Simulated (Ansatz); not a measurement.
**InSb: frozen-core PAW against all-electron methods**

```xyz
2
Lattice="0.0000 3.2391 3.2391 3.2391 0.0000 3.2391 3.2391 3.2391 0.0000" Properties=species:S:1:pos:R:3 pbc="T T T"
In    0.0000    0.0000    0.0000
Sb    4.8586    4.8586    4.8586
```

Atoms are numbered in the order listed.

The cell is COD entry 9008853, as deposited and not checked against the literature; nothing was relaxed.

No spin–orbit coupling, which matters for the heavy atoms here.

Levels of theory: DFT, PBEsol, PAW with Ansatz's default frozen-core files, scalar-relativistic (Ansatz 0.2.0); DFT, PBEsol, all-electron PAW with datasets made for the crystal, scalar-relativistic (Ansatz 0.2.0); DFT, PBEsol, all-electron LAPW, scalar-relativistic (Ansatz 0.2.0).

For PAW: a Γ-centred 9×9×9 k mesh, Fermi–Dirac smearing of 0.05 eV, cutoff 420 eV, no spin polarisation; the PAW files were made with PBE, and the program remakes their frozen cores for this functional. The crystal-made all-electron datasets (AE datasets) take a cutoff of 240 eV at this cell. LAPW targets a basis error of 0.25 meV/atom. The Ansatz runs share mesh, smearing and spin set-up. Plane-wave (PAW) pressures include the program's estimate of the Pulay term.

Stress and pressure are positive in compression.

Levels count from the Fermi level.

| quantity | PAW | AE datasets | LAPW |
| --- | --- | --- | --- |
| pressure (GPa) | 0.85 | 0.86 | 0.86 |
| highest filled level at L (eV) | -1.064 | -1.064 | -1.064 |
| lowest empty level at L (eV) | 0.421 | 0.422 | 0.422 |
| highest filled level at Γ (eV) | -0.055 | -0.055 | -0.055 |
| lowest empty level at Γ (eV) | 2.890 | 2.891 | 2.891 |
| highest filled level at X (eV) | -2.328 | -2.328 | -2.328 |
| lowest empty level at X (eV) | 1.212 | 1.212 | 1.212 |
